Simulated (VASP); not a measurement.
A run of VASP 6.6.1 is set up as follows.

The input INCAR:

```
ALGO     = Normal         # electronic algorithm
BPARAM   = 11.95        
CPARAM   = 0.0093       
EDIFF    = 1E-7           # SCF threshold, eV
EDIFFG   = -0.02          # ionic threshold
ENCUT    = 600            # plane-wave cutoff, eV
IBRION   = 2              # ionic algorithm
ISIF     = 3              # what is computed and relaxed
ISMEAR   = 1              # smearing method
IVDW_NL  = 2            
LASPH    = T              # aspherical terms in the spheres
LCHARG   = F              # write CHGCAR
LMIXTAU  = T            
LREAL    = F              # projectors in reciprocal space
LUSE_VDW = T            
LWAVE    = F              # write WAVECAR
METAGGA  = R2SCAN         # meta-GGA
NELM     = 80             # most SCF steps
NSW      = 40             # ionic steps
PREC     = Accurate       # precision mode
SIGMA    = 0.1            # smearing width, eV
```

KPOINTS

```
k-points
0
Gamma
  10 10 10
```

POSCAR

```
Hf
1.0
   -1.8050000000      1.8050000000      1.8050000000
    1.8050000000     -1.8050000000      1.8050000000
    1.8050000000      1.8050000000     -1.8050000000
Hf
1
Direct
    0.0000000000      0.0000000000      0.0000000000
```

Potentials or basis: VASP PAW PBE potentials, release 64 (Hf_pv).

The run is started by

```bash
$ cat potpaw_PBE.64/Hf_pv/POTCAR > POTCAR
$ mpirun -np 1 vasp_std > vasp.out
```

(1) What does it give for the relaxed cell?

(2) Estimate the relaxed volume.

(3) Predict the band gap on the k mesh.

(4) Estimate the space group after relaxing (to 0.05 Å).

## Answers

(1) a = 3.053 Å, b = 3.053 Å, c = 3.053 Å, α = 109.47°, β = 109.47°, γ = 109.47°.

(2) 21.91 Å³/atom.

(3) none (metal or under the smearing width).

(4) Im-3m (No. 229).

Caveat: the PAW data sets were made with another functional, which shifts forces and pressure a little; pairwise dispersion overbinds metals, which lowers pressure and volume.
